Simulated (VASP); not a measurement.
# WSe2 on 3 metals

How strongly do Hf, Zr and Mg bind WSe2, and where do they put its Fermi level?

Method: PBE with D3(BJ), no spin polarisation; plane waves and PAW (W_sv, Se), in the first sound run; inputs show where later runs differ, in VASP 6.6.1.

Report form: the programs' logs are mostly left out.

### Step 1. The structure

The cell holds 3 atoms: 1 W and 2 Se. Cell: a = 3.284 Å, b = 3.284 Å, c = 22.000 Å, α = 90.0°, β = 90.0°, γ = 120.0°. It derives from WSe2 (2H-WSe2 monolayer), repeated 1×1×1. Vacuum lies along c.

As a file:

```xyz
3
Lattice="3.2844 0.0000 0.0000 -1.6422 2.8444 0.0000 0.0000 0.0000 22.0000" Properties=species:S:1:pos:R:3
W     0.0000    1.8962   11.0000
Se    1.6422    0.9481    9.3120
Se    1.6422    0.9481   12.6880
```

### Step 2. Levels of the free sheet, PBE

The free sheet gives its levels against the core potential of W.

Level: PBE with D3(BJ), no spin polarisation; plane waves and PAW (W_sv, Se).

Contents of INCAR:

```
SYSTEM = WSe2
PREC = Normal
ENCUT = 330
EDIFF = 1E-06
NELM = 120
ISMEAR = 0
SIGMA = 0.05
LREAL = .FALSE.
ALGO = Fast
GGA = PE
IVDW = 12
NBANDS = 26
LASPH = .TRUE.
LORBIT = 11
LWAVE = .FALSE.
LCHARG = .FALSE.
KPAR = 16
IDIPOL = 3
LDIPOL = .TRUE.
DIPOL = 0.5 0.5 0.5
LVHAR = .TRUE.
LVACPOTAV = .TRUE.
NEDOS = 1500
```

Contents of POSCAR:

```
WSe2
1.0
    3.2843802903      0.0000000000      0.0000000000
   -1.6421901451      2.8443567671      0.0000000000
    0.0000000000      0.0000000000     22.0000000000
W Se
1 2
Direct
    0.3333333333      0.6666666667      0.5000000000
    0.6666666667      0.3333333333      0.4232705401
    0.6666666667      0.3333333333      0.5767294599
```

Contents of KPOINTS:

```
Automatic mesh
0
Gamma
12 12 1
0 0 0
```

PAW data sets: W_sv and Se (PBE family, release 64).

Started as:

```sh
$ mpirun -np 16 vasp_std
```

Wall time 18 s (16 MPI ranks of Intel Xeon Platinum 8259CL at 2.50GHz (Skylake/Cascade Lake), shared host); peak memory 3.3 GiB.

This run gave:

```
energy(sigma→0) of the program                              : -22.6217 eV
highest filled level below the vacuum, upper and lower side : 5.05, 5.05 eV
```

### Step 3. Relax the metal slab, PBE

One member in full, Zr: the two lower layers are held.

Level: PBE with D3(BJ); plane waves and PAW (Zr_sv).

System, named by how it was started: Zr slab. The cell holds 4 atoms: 4 Zr. Its edges and angles: a = 3.284 Å, b = 3.284 Å, c = 30.693 Å, α = 90.0°, β = 90.0°, γ = 120.0°. It derives from Zr. Vacuum lies along c.

Contents of INCAR:

```
SYSTEM = Zr
PREC = Normal
ENCUT = 330
EDIFF = 1E-05
NELM = 120
ISMEAR = 1
SIGMA = 0.1
LREAL = Auto
ALGO = Fast
GGA = PE
IVDW = 12
NBANDS = 30
LASPH = .TRUE.
LORBIT = 11
LWAVE = .FALSE.
LCHARG = .FALSE.
KPAR = 4
IBRION = 2
NSW = 30
ISIF = 2
EDIFFG = -0.03
POTIM = 0.4
MAXMIX = 40
IDIPOL = 3
LDIPOL = .TRUE.
DIPOL = 0.5 0.5 0.385
```

Contents of POSCAR:

```
Zr
1.0
    3.2843802900      0.0000000000      0.0000000000
   -1.6421901450      2.8443567670      0.0000000000
    0.0000000000      0.0000000000     30.6932083400
Zr
4
Selective dynamics
Direct
    0.0000000000      0.0000000000      0.2606439810  F F F
    0.3333333330      0.6666666670      0.3433670810  F F F
    0.0000000000      0.0000000000      0.4260901820  T T T
    0.3333333330      0.6666666670      0.5088132830  T T T
```

Contents of KPOINTS:

```
Automatic mesh
0
Gamma
9 9 1
0 0 0
```

The projector-augmented-wave data sets are Zr_sv (PBE family, release 64).

Started as:

```sh
$ mpirun -np 4 vasp_std
```

The job ended after 2.2 min (4 MPI ranks; peak memory 0.87 GiB).

This run gave:

| Quantity | Value |
| --- | --- |
| energy(sigma→0) of the program | -33.6732 eV |
| ionic steps | 10 |

### Step 4. Work function of the metal, PBE

Level: PBE with D3(BJ); plane waves and PAW (Zr_sv).

Contents of INCAR:

```
SYSTEM = Zr
PREC = Normal
ENCUT = 330
EDIFF = 1E-06
NELM = 120
ISMEAR = 1
SIGMA = 0.1
LREAL = Auto
ALGO = Fast
GGA = PE
IVDW = 12
NBANDS = 30
LASPH = .TRUE.
LORBIT = 11
LWAVE = .FALSE.
LCHARG = .FALSE.
KPAR = 4
IDIPOL = 3
LDIPOL = .TRUE.
DIPOL = 0.5 0.5 0.384
LVHAR = .TRUE.
LVACPOTAV = .TRUE.
NEDOS = 1500
```

Changes to POSCAR since step 3:

```diff
@@ -11,3 +11,3 @@
     0.3333333330      0.6666666670      0.3433670810  F F F
-    0.0000000000      0.0000000000      0.4260901820  T T T
-    0.3333333330      0.6666666670      0.5088132830  T T T
+    0.0000000000      0.0000000000      0.4275123031  T T T
+    0.3333333330      0.6666666670      0.5050444829  T T T
```

Contents of KPOINTS:

```
Automatic mesh
0
Gamma
12 12 1
0 0 0
```

Started as:

```sh
$ mpirun -np 4 vasp_std
```

The job ended after 62 s (4 MPI ranks; peak memory 0.85 GiB; 3.3 min of CPU time).

Numbers from this step:

| Property | Result |
| --- | --- |
| energy(sigma→0) of the program | -33.6723 eV |
| work function, upper and lower side | 4.10, 4.13 eV |

VASP warns that it found no field-free region by its own threshold; the planar potential, read 60 % of the way from the top atom to the cell's edge, stands at 4.10 eV above the Fermi level.

### Step 5. Relax the contact, PBE

The sheet is set on the slab and relaxes with the two upper layers.

Level: PBE with D3(BJ), no spin polarisation; plane waves and PAW (Zr_sv, W_sv, Se).

System, named by how it was started: WSe2 on Zr. The cell holds 7 atoms: 4 Zr, 1 W and 2 Se. Its edges and angles: a = 3.284 Å, b = 3.284 Å, c = 30.693 Å, α = 90.0°, β = 90.0°, γ = 120.0°. It derives from WSe2. WSe2 on 4 layers of Zr, the metal strained to the sheet. Vacuum lies along c.

Contents of INCAR:

```
SYSTEM = Zr4WSe2
PREC = Normal
ENCUT = 330
EDIFF = 1E-05
NELM = 120
ISMEAR = 1
SIGMA = 0.1
LREAL = Auto
ALGO = Fast
GGA = PE
IVDW = 12
NBANDS = 45
LASPH = .TRUE.
LORBIT = 11
LWAVE = .FALSE.
LCHARG = .FALSE.
KPAR = 4
IBRION = 2
NSW = 50
ISIF = 2
EDIFFG = -0.03
POTIM = 0.5
MAXMIX = 40
IDIPOL = 3
LDIPOL = .TRUE.
DIPOL = 0.5 0.5 0.497
```

Contents of POSCAR:

```
Zr4WSe2
1.0
    3.2843802900      0.0000000000      0.0000000000
   -1.6421901450      2.8443567670      0.0000000000
    0.0000000000      0.0000000000     30.6932083400
Zr W Se
4 1 2
Selective dynamics
Direct
    0.0000000000      0.0000000000      0.2606439810  F F F
    0.3333333330      0.6666666670      0.3433670810  F F F
    0.0000000000      0.0000000000      0.4275123030  T T T
    0.3333333330      0.6666666670      0.5050444830  T T T
    0.3333333330      0.6666666670      0.6480092740  T T T
    0.6666666670      0.3333333330      0.5930118260  T T T
    0.6666666670      0.3333333330      0.7030067220  T T T
```

Contents of KPOINTS:

```
Automatic mesh
0
Gamma
9 9 1
0 0 0
```

The projector-augmented-wave data sets are Zr_sv, W_sv and Se (PBE family, release 64).

Started as:

```sh
$ mpirun -np 4 vasp_std
```

The job ended after 8.3 min (4 MPI ranks; peak memory 0.95 GiB; 29 min of CPU time).

Read from the output:

- energy(sigma→0) of the program: -57.5107 eV
- ionic steps: 36

### Step 6. Levels of the contact, PBE

The shift of the core potential in the sheet carries its free levels over.

Level: PBE with D3(BJ), no spin polarisation; plane waves and PAW (Zr_sv, W_sv, Se).

Contents of INCAR:

```
SYSTEM = Zr4WSe2
PREC = Normal
ENCUT = 330
EDIFF = 1E-06
NELM = 120
ISMEAR = 1
SIGMA = 0.1
LREAL = .FALSE.
ALGO = Fast
GGA = PE
IVDW = 12
NBANDS = 56
LASPH = .TRUE.
LORBIT = 11
LWAVE = .FALSE.
LCHARG = .TRUE.
KPAR = 4
IDIPOL = 3
LDIPOL = .TRUE.
DIPOL = 0.5 0.5 0.488
LVHAR = .TRUE.
LVACPOTAV = .TRUE.
NEDOS = 1500
```

Contents of POSCAR:

```
Zr4WSe2
1.0
    3.2843802900      0.0000000000      0.0000000000
   -1.6421901450      2.8443567670      0.0000000000
    0.0000000000      0.0000000000     30.6932083400
Zr W Se
4 1 2
Selective dynamics
Direct
    0.0000000000      0.0000000000      0.2606439810  F F F
    0.3333333330      0.6666666670      0.3433670810  F F F
    0.0000000000      0.0000000000      0.4259365249  T T T
    0.3333333330      0.6666666670      0.5055021747  T T T
    0.3333333330      0.6666666670      0.6279120036  T T T
    0.6666666670      0.3333333330      0.5693691655  T T T
    0.6666666670      0.3333333330      0.6824455813  T T T
```

Contents of KPOINTS:

```
Automatic mesh
0
Gamma
12 12 1
0 0 0
```

Started as:

```sh
$ mpirun -np 4 vasp_std
```

The job ended after 76 s (4 MPI ranks; peak memory 1.1 GiB; 5 min of CPU time).

Read from the output:

* energy(sigma→0) of the program: -57.4987 eV
* work function, upper and lower side: 3.91, 4.20 eV

VASP warns that it found no field-free region by its own threshold; the planar potential, read 60 % of the way from the top atom to the cell's edge, stands at 3.91 eV above the Fermi level.

### Step 7. Free sheet on the mesh of the contact, PBE

The binding energy needs the sheet at the mesh and smearing of the contact.

Level: PBE with D3(BJ), no spin polarisation; plane waves and PAW (W_sv, Se).

System, named by how it was started: 2H-WSe2 monolayer. The cell holds 3 atoms: 1 W and 2 Se. Cell: a = 3.284 Å, b = 3.284 Å, c = 22.000 Å, α = 90.0°, β = 90.0°, γ = 120.0°. It derives from WSe2 (2H-WSe2 monolayer), repeated 1×1×1. Vacuum lies along c.

Contents of INCAR:

```
SYSTEM = WSe2
PREC = Normal
ENCUT = 330
EDIFF = 1E-05
NELM = 120
ISMEAR = 1
SIGMA = 0.1
LREAL = Auto
ALGO = Fast
GGA = PE
IVDW = 12
NBANDS = 19
LASPH = .TRUE.
LMAXMIX = 4
LORBIT = 11
LWAVE = .FALSE.
LCHARG = .FALSE.
KPAR = 4
IDIPOL = 3
LDIPOL = .TRUE.
DIPOL = 0.5 0.5 0.5
```

Contents of POSCAR:

```
WSe2
1.0
    3.2843802903      0.0000000000      0.0000000000
   -1.6421901451      2.8443567671      0.0000000000
    0.0000000000      0.0000000000     22.0000000000
W Se
1 2
Direct
    0.3333333333      0.6666666667      0.5000000000
    0.6666666667      0.3333333333      0.4232705401
    0.6666666667      0.3333333333      0.5767294599
```

Contents of KPOINTS:

```
Automatic mesh
0
Gamma
9 9 1
0 0 0
```

The projector-augmented-wave data sets are W_sv and Se (PBE family, release 64).

Started as:

```sh
$ mpirun -np 4 vasp_std
```

Run time: 7 s. Hardware: 4 MPI ranks; peak memory 0.68 GiB; 26 s of CPU time.

Read from the output:

```
energy(sigma→0) of the program : -22.6211 eV
```

### Step 8. The table

The other members went through these steps as far as the tables show, with one cutoff, energies on the coarser mesh and levels on the finer; 10 runs are not shown. The session took 3.0 core hours (wall time by ranks) on a shared machine.

The sheet's edges are those of the free sheet, carried over by the core potential of W. Gap of the free sheet: 1.64 eV. Metals are cut along their close-packed face. Distance: mean height of the sheet's lower layer over the top metal layer; binding: contact less relaxed slab and free sheet, by cell area. Atoms of the sheet's lower layer that start on top of a surface metal atom: Hf 0 of 1, Zr 0 of 1, Mg 0 of 1.

```tsv
metal	strain against the database cell (%)	distance (Å)	binding energy (meV/Å²)	work function of the metal (eV)	work function with the sheet (eV)	Fermi level above the sheet's valence top or Dirac point (eV)	sheet's conduction bottom or Dirac point above the Fermi level (eV)
Hf	2.52	1.96	-118.62	4.25	3.90	1.10	0.54
Zr	1.70	1.96	-130.21	4.10	3.91	1.09	0.55
Mg	2.30	2.41	-39.66	3.71	3.88	1.21	0.44
```

### Step 9. Results

- strongest binding: Zr, -130 meV/Å² at 1.96 Å
- weakest binding: Mg, -40 meV/Å² at 2.41 Å

**Reading.** Over these few metals the level falls by 0.21 eV for each eV of work function; 1 would be the Schottky-Mott limit and 0 full pinning. So few points fix the slope poorly. A second line-up, by the vacuum level above the sheet, differs from the one by core potentials by up to 0.05 eV, and meshes were not tested, so closer ranks of barriers, and of binding within a few meV/Å², are ties. The lowest electron barrier is at Mg (0.44 eV). Barriers rest on a semilocal gap, which is too small for a free sheet. Spin-orbit coupling, which splits and raises the valence top of this sheet, is left out. On Hf, Zr and Mg the sheet sits closer than 2.55 Å; there its bands mix with the metal's, and levels carried over from the free sheet are a guide only. The distances that sort contacts in this text are picked. One registry and four metal layers were run for each, strained as the table shows; another registry can bind at another distance.

[Lines on the potential files, build, host, timing and source positions are cut from VASP's logs without a mark.]

[Logs are printed without paths, hosts, clocks, repeated set-up lines and the standing remarks that a program may print on its own settings, such as how far it seeks lower states.]

[Hosts, paths, dates, database ids (printed as entryN), source tags and the programs' standing remarks are cut or masked in the printed files.]
